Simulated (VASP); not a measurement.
Write the native input for VASP 6.6.1 that does the following.

| Item | Value |
| --- | --- |
| Task | relaxation of cell and atoms |
| Functional | r2SCAN |
| Potentials or basis | VASP PAW PBE potentials, release 64 (B, As) |
| Cutoff | 600 eV |
| k mesh | 10 × 10 × 10 |
| Occupations | gaussian, width 0.03 eV |
| Spin | no spin polarisation |
| Further INCAR settings | ALGO = Normal; EDIFF = 1e-06; IBRION = 2; EDIFFG = -0.01; NSW = 90; ISIF = 3 |

The structure of BAs lies in POSCAR:

```
BAs
1.0
    0.0000000000      2.3885000000      2.3885000000
    2.3885000000      0.0000000000      2.3885000000
    2.3885000000      2.3885000000      0.0000000000
B As
1 1
Direct
    0.0000000000      0.0000000000      0.0000000000
    0.2500000000      0.2500000000      0.2500000000
```

The input as run:

INCAR

```
SYSTEM = BAs
PREC     = Accurate       ! precision mode
ENCUT    = 600            ! plane-wave cutoff, eV
EDIFF    = 1E-6           ! SCF threshold, eV
ISMEAR   = 0              ! smearing method
SIGMA    = 0.03           ! smearing width, eV
LREAL    = .FALSE.        ! projectors in reciprocal space
LASPH    = .TRUE.         ! aspherical terms in the spheres
NELM     = 80             ! most SCF steps
ALGO     = Normal         ! electronic algorithm
ISIF     = 3              ! what is computed and relaxed
LWAVE    = .FALSE.        ! write WAVECAR
LCHARG   = .FALSE.        ! write CHGCAR
METAGGA  = R2SCAN         ! meta-GGA
LMIXTAU  = .TRUE.       
IBRION   = 2              ! ionic algorithm
NSW      = 90             ! ionic steps
EDIFFG   = -0.01          ! ionic threshold
```

KPOINTS

```
regular mesh
0
G
  10 10 10
  0 0 0
```

Potentials or basis: VASP PAW PBE potentials, release 64 (B, As).

Launch:

```console
$ cat potpaw_PBE.64/B/POTCAR potpaw_PBE.64/As/POTCAR > POTCAR
$ mpirun -np 1 vasp_std > vasp.out
```

It gave:

```json
{"Relaxed volume": "13.71 Å³/atom", "Relaxed cell": "a = 3.384 Å, b = 3.384 Å, c = 3.384 Å, α = 60.00°, β = 60.00°, γ = 60.00°", "Space group after relaxing (to 0.05 Å)": "F-43m (No. 216)", "Energy gained by relaxing": "0.2 meV/atom", "Ionic steps": "3", "Pressure after relaxing": "0.0 GPa", "Band gap on the k mesh": "1.38 eV, indirect (least direct gap 3.44 eV)"}
```

Caveat: the PAW data sets were made with another functional, which shifts forces and pressure a little.

Wall time 2.1 min on 1 thread of Intel(R) Xeon(R) Platinum 8488C (Sapphire Rapids), with other jobs on the host, peak memory 0.18 GiB.
